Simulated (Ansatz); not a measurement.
# SnO2: straining the crystal, biaxial strain in the a-b plane

Aim: apply biaxial strain in the a-b plane to SnO2 from -4.5 to +4.5 %, where the length and tilt of c and the atoms relax, and follow energy, stress and any gap.

Method: DFT PBE, scalar-relativistic, plane waves, PAW, in Ansatz 0.2.0.

2 further runs of the same task are left out: 2 set aside as unsound or not needed.

**1. The structure to begin with**

The structure is tetragonal, space group P4_2/mnm (No. 136). Conventional cell: a = 4.827 Å, b = 4.827 Å, c = 3.238 Å, α = 90.00°, β = 90.00°, γ = 90.00°. Sn (site symmetry mmm) has 6 O at 2.09 Å in its first shell of neighbours. O (site symmetry m2m) has 3 Sn at 2.09 Å in its first shell of neighbours.

Coordinates:

```
Sn O
1.0
     4.82719    0.00000    0.00000
     0.00000    4.82719    0.00000
     0.00000    0.00000    3.23815
Sn O
2 4
Direct
  0.50000 0.50000 0.50000
  0.00000 0.00000 0.00000
  0.19342 0.80658 0.50000
  0.80658 0.19342 0.50000
  0.30658 0.30658 0.00000
  0.69342 0.69342 0.00000
```

It goes back to an entry of the Materials Project.

This cell was relaxed beforehand with the same method: volume 12.58 Å³/atom, gap on the mesh 0.68 eV.

The unstrained cell comes from an earlier run at this level (6 atoms, E(σ→0) -14317.9693 eV, gap 0.68 eV over the zone).

**2. Strain -1.5 %**

Contents of input.yaml:

```yaml
crystal:
  lattice:
    - [4.7547824924, 0.0, 0.0]
    - [0.0, 4.7547824924, 0.0]
    - [0.0, 0.0, 3.2672956179]
  atoms:
    - { symbol: Sn, position: [0.5, 0.5, 0.5] }
    - { symbol: Sn, position: [0.0, 0.0, 0.0] }
    - { symbol: O, position: [0.1934234767, 0.8065765233, 0.5] }
    - { symbol: O, position: [0.8065765233, 0.1934234767, 0.5] }
    - { symbol: O, position: [0.3065765233, 0.3065765233, 0.0] }
    - { symbol: O, position: [0.6934234767, 0.6934234767, 0.0] }
basis:
  ecutwfc: 420
kpoints:
  mp_grid: { grid: [6, 6, 8] }
hamiltonian:
  xc: pbe
scf:
  occupations: { method: gaussian, width: 0.02 }
output:
  forces: true
  stress: true
  eigenvalues: true
relax:
  adjacent_minimum: "off"
  f_tol: 0.008
  max_steps: 40
  cell: { stress_tol: 0.015, fix: [a, b, gamma] }
```

The run is started by

```bash
$ ansatz run input.yaml --threads 1 --pin off --max-ram 2560MiB --backend cpu --events-out ev --progress --plain --runs-dir out
```

Further runs follow: band edges over the zone at -1.5 %; strain +1.5 %; band edges over the zone at +1.5 %; strain -3.0 %; band edges over the zone at -3.0 %; At +3.0 %; seeking the band edges at +3.0 %; At -4.5 %; seeking the band edges at -4.5 %; the cell strained by +4.5 %; seeking the band edges at +4.5 %.

What does the calculation give? Wanted: (1/V) d²E/dε² at zero strain, cubic fit; strain of the free axis c per applied strain; gap shift, negative and positive side.

As calculated:

| quantity | value |
| --- | --- |
| largest energy cost | 46.1 meV/atom at -4.5 % |
| (1/V) d²E/dε² at zero strain, cubic fit | 519 GPa |
| strain of the free axis c per applied strain | -0.68 |
| gap shift, negative and positive side | -82, -70 meV per % |

In words: The curvature of the energy, 519 GPa, is twice the biaxial modulus. Compression by 4.5 % costs 46.1 meV/atom and stretching 36.4. The free axis c moves against the applied strain (factor -0.68). The gap runs from 1.09 eV at -4.5 % through 0.68 to 0.45 eV at +4.5 %, and changes between direct and indirect on the way.

Spin-orbit coupling is left out, though the cell holds Sn; it can move the gap.
